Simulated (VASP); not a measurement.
Al2Au under changes of volume

One of the cells (18.360 Å³/atom); the others are scaled copies at fixed shape and fractional positions:

```
Au Al
1.0
     0.00000    3.01987    3.01987
     3.01987    0.00000    3.01987
     3.01987    3.01987    0.00000
Au Al
1 2
Direct
  0.00000 0.00000 0.00000
  0.75000 0.75000 0.75000
  0.25000 0.25000 0.25000
```

| Quantity | Value |
| --- | --- |
| Program | VASP 6.6.1 |
| Functional | PBE |
| Potentials or basis | VASP PAW PBE potentials, release 64 (Au, Al) |
| Cutoff | 520 eV |
| k mesh | 8 × 8 × 8 |
| Occupations | fermi-dirac, width 0.05 eV |
| Spin | no spin polarisation |

| volume (Å³/atom) | energy over the lowest point (meV/atom) | pressure (GPa) |
| --- | --- | --- |
| 16.920 | 51.74 | 11.6 |
| 17.280 | ? | ? |
| 17.640 | 13.85 | 5.6 |
| 18.360 | 0.00 | 0.8 |
| 18.720 | 0.45 | -1.2 |
| 19.080 | 5.08 | -3.0 |

Task: What does the run at 17.280 Å³/atom give?

Result: Energy over the lowest point 29.42 meV/atom; pressure 8.4 GPa.

Worked out: A Birch-Murnaghan fit of order 3 (a polynomial in V^(-2/3)) to the other rows has its minimum at 18.50 Å³/atom with B0 = V·E''(V) = 103 GPa and B' = 5.1. It gives 29.42 meV/atom at 17.280 Å³/atom, against the run's 29.42, and -dE/dV = 8.4 GPa, against 8.4.

Energies are extrapolated to zero smearing.
